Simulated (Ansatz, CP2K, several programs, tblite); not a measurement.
Energy against volume for a 2-atom cell of SnSe started from a crystallographic database, at fixed shape and fractional coordinates, computed by several methods (PBE and r2SCAN, where shown, with plane waves in Ansatz); the cell shown is that of r2SCAN+rVV10. The symmetry is Fm-3m (No. 225, cubic); a = 5.970 Å in the conventional setting, 26.59 Å³ an atom. Sn is surrounded by 6 Se at 2.98 Å; Se is surrounded by 6 Sn at 2.98 Å. (Simulation; spin polarisation is off.) Energies count from each curve's lowest point; fits are third-order Birch-Murnaghan.

```
CELL_PARAMETERS angstrom
0.00000 2.98489 2.98489
2.98489 0.00000 2.98489
2.98489 2.98489 0.00000
ATOMIC_POSITIONS crystal
Sn 0.00000 0.00000 0.00000
Se 0.50000 0.50000 0.50000
```

light PBE (260 eV, its own mesh), on the shape of the cell shown:
```
V (Å³/atom)  E (meV/atom)
     24.467         42.87
     25.530         33.52
     26.594          2.25
     27.658          0.00
     28.722         14.23
     29.785         52.62
```
The points scatter about a smooth fit, as a low cutoff and a light mesh can make them, so no fit is quoted.

Problem. PBE/DZVP (CP2K), on the shape of the cell shown, gives
```tsv
V (Å³/atom)	E (meV/atom)
23.403	163.06
24.998	62.37
26.594	12.52
28.190	0.00
29.785	14.86
```
What equilibrium volume and bulk modulus follow?

Solution. V₀ = 28.04 Å³ an atom and B₀ = 49 GPa.

GFN1-xTB (tblite), on the shape of the cell shown, as a cluster of 64 atoms at the zone centre:

| V (Å³/atom) | E (meV/atom) |
| --- | --- |
| 23.403 | 0.00 |
| 24.998 | 50.82 |
| 26.594 | 147.61 |
| 28.190 | 274.74 |
| 29.785 | 423.33 |

The lowest point is an end point, so the minimum isn't bracketed.

PBE/SZV (CP2K), on the shape of the cell shown:

| V (Å³/atom) | E (meV/atom) |
| --- | --- |
| 23.403 | 358.13 |
| 24.998 | 182.63 |
| 26.594 | 75.48 |
| 28.190 | 18.89 |
| 29.785 | 0.00 |

The lowest point is an end point, so the minimum isn't bracketed.

GFN2-xTB (tblite), on the shape of the cell shown, as a cluster of 64 atoms at the zone centre:
```
V (Å³/atom)  E (meV/atom)
     23.403        374.88
     24.998        247.17
     26.594        149.84
     28.190         73.33
     29.785          0.00
```
The lowest point is an end point, so the minimum isn't bracketed.
